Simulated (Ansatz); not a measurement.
Space group P6_3mc (No. 186). a = 3.092 Å, b = 3.092 Å, c = 5.074 Å, α = 90.00°, β = 90.00°, γ = 120.00°
| atom | site | symmetry | x | y | z |
| --- | --- | --- | --- | --- | --- |
| Si | 2b | 3m. | 0.3333 | 0.6667 | 0.0046 |
| C | 2b | 3m. | 0.3333 | 0.6667 | 0.3804 |

Equation of state of this SiC structure (not necessarily the ground state), with shape and atoms relaxed at each volume where symmetry leaves them free. Theory: DFT PBE, scalar-relativistic, plane waves, PAW in Ansatz.

Settings: cutoff 420 eV, Γ-centred mesh 12×12×6 on the computed 4-atom cell, Gaussian smearing of 0.02 eV; no spin polarisation.

| V (Å³/atom) | E − E(largest V) (meV/atom) | P (GPa) | gap on mesh (eV) |
| --- | --- | --- | --- |
| 9.871 | 5.29 | 14.95 | 2.20 |
| 10.186 | -16.03 | 6.94 | 2.26 |
| 10.501 | -22.72 | 0.04 | 2.31 |
| 10.816 | -16.80 | -5.92 | 2.36 |
| 11.131 | 0.00 | -11.05 | 2.40 |

**Question.** Fit a third-order Birch–Murnaghan equation to E(V).

**Answer.** V0 = 10.50 Å³/atom, B0 = 213 GPa, B0' = 3.9.